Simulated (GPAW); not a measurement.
Crystal: SiC (Moissanite).

```
Si C
1.0
     3.07600    0.00000    0.00000
    -1.53800    2.66389    0.00000
     0.00000    0.00000    5.04800
Si C
2 2
Direct
  0.66667 0.33333 0.50000
  0.33333 0.66667 0.00000
  0.66667 0.33333 0.88500
  0.33333 0.66667 0.38500
```

Base run:

- Program: GPAW 26.7.0
- Functional: PW91
- Potentials or basis: PAW data sets generated in the run's folder for this functional
- Cutoff: 800 eV
- Basis: pw
- k mesh: 7 × 7 × 4
- Occupations: fermi-dirac, width 0.05 eV
- Spin: no spin polarisation

Its results: pressure 4.5 GPa; largest force 0.765 eV/Å.

The run is repeated on the same cell with these changes: functional from PW91 to OLYP; band points from 60 to 100. What comes out?

Pressure 3.6 GPa; largest force 0.761 eV/Å.

Not every run made on this cell is shown here.
